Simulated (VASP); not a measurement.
# MoP (P-6m2) in VASP: a series of runs, part 2 of 2

VASP 6.6.1. Earlier steps stand in the parts before.

## (4) Relaxation of shape and atoms at fixed volume, PBE (a relaxed cell with its volume scaled by 1.06)

The input, INCAR:

```
SYSTEM = MoP
PREC     = Accurate       ! precision mode
ENCUT    = 520            ! plane-wave cutoff, eV
EDIFF    = 1E-7           ! SCF threshold, eV
ISMEAR   = 0              ! smearing method
SIGMA    = 0.1            ! smearing width, eV
LREAL    = .False.        ! projectors in reciprocal space
LASPH    = .True.         ! aspherical terms in the spheres
NELM     = 60             ! most SCF steps
ALGO     = Normal         ! electronic algorithm
ISIF     = 4              ! what is computed and relaxed
LWAVE    = .False.        ! write WAVECAR
LCHARG   = .False.        ! write CHGCAR
GGA      = PE             ! functional
IBRION   = 2              ! ionic algorithm
NSW      = 80             ! ionic steps
EDIFFG   = -0.002         ! ionic threshold
```

The input, KPOINTS:

```
Automatic mesh
0
Gamma
  3 3 4
  0 0 0
```

The input, POSCAR:

```
MoP                                     
1.0
    3.3148507394      0.0000000000      0.0000000000
   -1.6574253697      2.8707449538      0.0000000000
    0.0000000000      0.0000000000      3.2931166288
  Mo              P             
     1     1
Direct
     0.0000000000000000    0.0000000000000000    0.0000000000000000
     0.3333333300000021    0.6666666699999979    0.5000000000000000
```

Potentials or basis: VASP PAW PBE potentials, release 64 (Mo_sv, P).

On the command line:

```bash
cat potpaw_PBE.64/Mo_sv/POTCAR potpaw_PBE.64/P/POTCAR > POTCAR
mpirun -np 1 vasp_std > vasp.out
```

OUTCAR:

```text
SYSTEM = MoP
   PREC = Accurate
   ENCUT = 520
   EDIFF = 1E-7
   ISMEAR = 0
   LREAL = .False.
   LASPH = .True.
   NELM = 60
   ISIF = 4
   GGA = PE
   IBRION = 2
   NSW = 80
   EDIFFG = -0.002

 ion  position               nearest neighbor table
   1  0.000  0.000  0.000-   2 2.52   2 2.52   2 2.52   2 2.52   2 2.52   2 2.52
   2  0.333  0.667  0.500-   1 2.52   1 2.52   1 2.52   1 2.52   1 2.52   1 2.52

  LATTYP: Found a hexagonal cell.
 ALAT       =     3.3148507394
 C/A-ratio  =     0.9934434120

  Lattice vectors:

 A1 = (   3.3148507394,   0.0000000000,   0.0000000000)
 A2 = (  -1.6574253697,   2.8707449538,   0.0000000000)
 A3 = (   0.0000000000,   0.0000000000,   3.2931166288)

Analysis of symmetry for initial positions (statically):
=====================================================================
 Subroutine PRICEL returns:
 Original cell was already a primitive cell.

 Routine SETGRP: Setting up the symmetry group for a
 hexagonal supercell.

 Subroutine GETGRP returns: Found 12 space group operations
 (whereof 12 operations were pure point group operations)
 out of a pool of 24 trial point group operations.
[... 142 lines left out ...]

 Free energy of the ion-electron system (eV)
  ---------------------------------------------------
  ext. energy  EPLUGINS =         0.00000000
  ---------------------------------------------------
  free energy    TOTEN  =       -17.28025560 eV

  energy without entropy =      -17.26094434  energy(sigma->0) =      -17.27059997

------------------------ aborting loop because EDIFF is reached ----------------------------------------

  FORCE on cell =-STRESS in cart. coord.  units (eV):
  Direction    XX          YY          ZZ          XY          YZ          ZX
  --------------------------------------------------------------------------------------
  -------------------------------------------------------------------------------------
  Total       -1.9853827     -1.9853827     -2.5500828      0.0000000     -0.0000000      0.0000000
  in kB     -101.5053948   -101.5053951   -130.3764550      0.0000000     -0.0000000      0.0000000
  external PRESSURE =    -111.1290816 kB  Pullay stress =       0.0000000 kB
[... 59 lines left out ...]
--------------------------------------- Ionic step        3  -------------------------------------------

 number of electron      19.0000000 magnetization

 Free energy of the ion-electron system (eV)
  ---------------------------------------------------
  ext. energy  EPLUGINS =         0.00000000
  ---------------------------------------------------
  free energy    TOTEN  =       -17.28200009 eV

  energy without entropy =      -17.26246149  energy(sigma->0) =      -17.27223079

 E-fermi :  10.6206     XC(G=0): -12.1432

 val. band max:       10.5068730193   @ k =   0.3333   0.3333   0.0000
 cond. band min:      10.6336135607   @ k =   0.3333   0.0000   0.2500
 fundamental gap:      0.1267405414
 Fermi energy:        10.6205737729

 k-point     1 :       0.0000    0.0000    0.0000
  band No.  band energies     occupation
      1     -50.6338      2.00000
      2     -24.7283      2.00000
      3     -24.6052      2.00000
      4     -24.6052      2.00000
      5      -2.6871      2.00000
      6       6.9660      2.00000
      7       7.5773      2.00000
      8       7.5773      2.00000
      9       9.9283      2.00000
     10      10.8730      0.00036
     11      10.8730      0.00036
     12      14.3648      0.00000
     13      14.3648      0.00000
[... 155 lines left out ...]
  FREE ENERGIE OF THE ION-ELECTRON SYSTEM (eV)
  ---------------------------------------------------
  free  energy   TOTEN  =       -17.2820000887 eV

  energy  without entropy=      -17.2624614917  energy(sigma->0) =      -17.27223079

 reached required accuracy - stopping structural energy minimisation
```

CONTCAR:

```text
MoP
   1.00000000000000
     3.3252243878457413    0.0000000000000000    0.0000000000000000
    -1.6626121939228706    2.8797287966503964   -0.0000000000000000
     0.0000000000000000   -0.0000000000000000    3.2726017143105945
  Mo              P
     1     1
Direct
     0.0000000000000000    0.0000000000000000    0.0000000000000000
     0.3333333300000021    0.6666666699999979    0.5000000000000000

  0.00000000E+00  0.00000000E+00  0.00000000E+00
  0.00000000E+00  0.00000000E+00  0.00000000E+00
```

Wall time 6.2 s (1 thread of Intel Xeon 6975P-C (Granite Rapids), shared host); peak memory 0.15 GiB.

Results:

- Free energy: -17.2820 eV
- Energy gained by relaxing: 0.9 meV/atom
- Ionic steps: 3
- Pressure after relaxing: -10.8 GPa
- Band gap on the k mesh: none (metal or under the smearing width)

Step by step:
```tsv
step	energy change (eV)	largest force (eV/Å)	pressure (GPa)	volume (Å³)
1	0.0000	0.0000	-11.11	31.34
2	-0.0014	0.0000	-10.66	31.34
3	-0.0017	0.0000	-10.81	31.34
```

Final structure:
```
Mo P
1.0
     3.32522    0.00000    0.00000
    -1.66261    2.87973    0.00000
     0.00000    0.00000    3.27260
Mo P
1 1
Direct
  0.00000 0.00000 0.00000
  0.33333 0.66667 0.50000
```

Levels at points of the mesh, in eV from the Fermi level:
```
           k point  band 5  band 6  band 7  band 8  band 9  band 10  band 11  band 12  band 13
(0.00, 0.00, 0.00)  -13.31   -3.65   -3.04   -3.04   -0.69     0.25     0.25     3.74     3.74
(0.00, 0.00, 0.50)  -11.15   -7.34   -2.49   -2.49   -1.48    -1.48     1.23     2.77     2.77
```

Caveat: the k mesh is coarse (spacing up to 0.73 Å⁻¹), so the values aren't converged.

## (5) Relaxation of shape and atoms at fixed volume, PBE (a relaxed cell with its volume scaled by 0.91)

INCAR is that of step 4.

KPOINTS is that of step 4.

The input, POSCAR:

```
MoP                                     
1.0
    3.1504734221      0.0000000000      0.0000000000
   -1.5752367110      2.7283900210      0.0000000000
    0.0000000000      0.0000000000      3.1298170659
  Mo              P             
     1     1
Direct
     0.0000000000000000    0.0000000000000000    0.0000000000000000
     0.3333333300000021    0.6666666699999979    0.5000000000000000
```

On the command line:

```bash
cat potpaw_PBE.64/Mo_sv/POTCAR potpaw_PBE.64/P/POTCAR > POTCAR
mpirun -np 1 vasp_std > vasp.out
```

It took 4.6 s on 1 thread of Intel Xeon 6975P-C (Granite Rapids), shared host; peak memory 0.14 GiB.

It converged, with:

| Item | Value |
| --- | --- |
| Free energy | -17.1558 eV |
| Energy gained by relaxing | 2.6 meV/atom |
| Ionic steps | 3 |
| Pressure after relaxing | 24.6 GPa |
| Band gap on the k mesh | none (metal or under the smearing width) |

The path:
```csv
step,energy change (eV),largest force (eV/Å),pressure (GPa),volume (Å³)
1,0.0000,0.0000,25.27,26.90
2,-0.0024,0.0000,24.15,26.90
3,-0.0051,0.0000,24.60,26.90
```

Final structure:
```
Mo P
1.0
     3.13516    0.00000    0.00000
    -1.56758    2.71513    0.00000
     0.00000    0.00000    3.16046
Mo P
1 1
Direct
  0.00000 0.00000 0.00000
  0.33333 0.66667 0.50000
```

Levels at points of the mesh, in eV from the Fermi level:
```
           k point  band 5  band 6  band 7  band 8  band 9  band 10  band 11  band 12  band 13
(0.00, 0.00, 0.00)  -14.44   -4.67   -3.50   -3.50   -0.90     0.24     0.24     4.41     4.41
(0.00, 0.00, 0.50)  -11.79   -8.29   -2.82   -2.82   -1.93    -1.93     1.20     3.09     3.09
```

Caveat: the k mesh is coarse (spacing up to 0.77 Å⁻¹), so the values aren't converged.

## (6) Relaxation of shape and atoms at fixed volume, PBE (a relaxed cell with its volume scaled by 1.09)

INCAR is that of step 5.

KPOINTS is that of step 5.

The input, POSCAR:

```
MoP                                     
1.0
    3.3458324486      0.0000000000      0.0000000000
   -1.6729162243      2.8975759011      0.0000000000
    0.0000000000      0.0000000000      3.3238952037
  Mo              P             
     1     1
Direct
     0.0000000000000000    0.0000000000000000    0.0000000000000000
     0.3333333300000021    0.6666666699999979    0.5000000000000000
```

Potentials or basis: VASP PAW PBE potentials, release 64 (Mo_sv, P).

On the command line:

```bash
cat potpaw_PBE.64/Mo_sv/POTCAR potpaw_PBE.64/P/POTCAR > POTCAR
mpirun -np 1 vasp_std > vasp.out
```

Wall time 16 s (1 thread of Intel Xeon 6975P-C (Granite Rapids), shared host); peak memory 0.15 GiB.

It converged, with:

* Free energy: -17.2105 eV
* Energy gained by relaxing: 1.9 meV/atom
* Ionic steps: 16
* Pressure after relaxing: -15.0 GPa
* Band gap on the k mesh: none (metal or under the smearing width)

Step by step:
| step | energy change (eV) | largest force (eV/Å) | pressure (GPa) | volume (Å³) |
| --- | --- | --- | --- | --- |
| 1 | 0.0000 | 0.0000 | -15.42 | 32.22 |
| 2 | -0.0032 | 0.0000 | -14.82 | 32.22 |
| 3 | -0.0038 | 0.0000 | -15.00 | 32.22 |
| 4 | -0.0038 | 0.0000 | -15.01 | 32.22 |
| 5 | -0.0038 | 0.0000 | -15.01 | 32.22 |
| 6 | -0.0038 | 0.0000 | -15.01 | 32.22 |
| 7 | -0.0038 | 0.0000 | -15.01 | 32.22 |
| 8 | -0.0038 | 0.0000 | -15.01 | 32.22 |
| 9 | -0.0038 | 0.0000 | -15.01 | 32.22 |
| 10 | -0.0038 | 0.0000 | -15.01 | 32.22 |
| 11 | -0.0038 | 0.0000 | -15.01 | 32.22 |
| 12 | -0.0038 | 0.0000 | -15.01 | 32.22 |
| 13 | -0.0038 | 0.0000 | -15.01 | 32.22 |
| 14 | -0.0038 | 0.0000 | -15.01 | 32.22 |
| 15 | -0.0038 | 0.0000 | -15.01 | 32.22 |
| 16 | -0.0038 | 0.0000 | -15.01 | 32.22 |

Final structure:
```yaml
crystal:
  lattice:
    - [3.36140, 0.00000, 0.00000]
    - [-1.68070, 2.91106, 0.00000]
    - [0.00000, 0.00000, 3.29317]
  atoms:
    - { symbol: Mo, position: [0.00000, 0.00000, 0.00000] }
    - { symbol: P, position: [0.33333, 0.66667, 0.50000] }
```

Levels at points of the mesh, in eV from the Fermi level:
| k point | band 5 | band 6 | band 7 | band 8 | band 9 | band 10 | band 11 | band 12 | band 13 |
| --- | --- | --- | --- | --- | --- | --- | --- | --- | --- |
| (0.00, 0.00, 0.00) | -13.11 | -3.49 | -2.97 | -2.97 | -0.65 | 0.25 | 0.25 | 3.63 | 3.63 |
| (0.00, 0.00, 0.50) | -11.04 | -7.17 | -2.43 | -2.43 | -1.41 | -1.41 | 1.23 | 2.71 | 2.71 |

Caveat: the k mesh is coarse (spacing up to 0.72 Å⁻¹), so the values aren't converged.

## (7) Summary

| cell | gap on the mesh (eV) | pressure (GPa) |
| --- | --- | --- |
| relaxed at fixed volume from: a relaxed cell with its volume scaled by 1.03 | none | -5.9 |
| relaxed at fixed volume from: a relaxed cell with its volume scaled by 0.94 | none | 15.0 |
| relaxed at fixed volume from: a relaxed cell with its volume scaled by 1.06 | none | -10.8 |
| relaxed at fixed volume from: a relaxed cell with its volume scaled by 0.91 | none | 24.6 |
| relaxed at fixed volume from: a relaxed cell with its volume scaled by 1.09 | none | -15.0 |

Alike in all rows: task relaxation of shape and atoms at fixed volume; level PBE; potentials or basis VASP PAW PBE potentials, release 64 (Mo_sv, P); no spin polarisation; k mesh 3 × 3 × 4; cutoff (eV) 520; smearing gaussian 0.1 eV; the mesh is coarse, so values aren't converged.

Caveats: all runs use coarse meshes.

Total energies depend on the potentials used, so only differences within one code and one set of settings carry meaning.
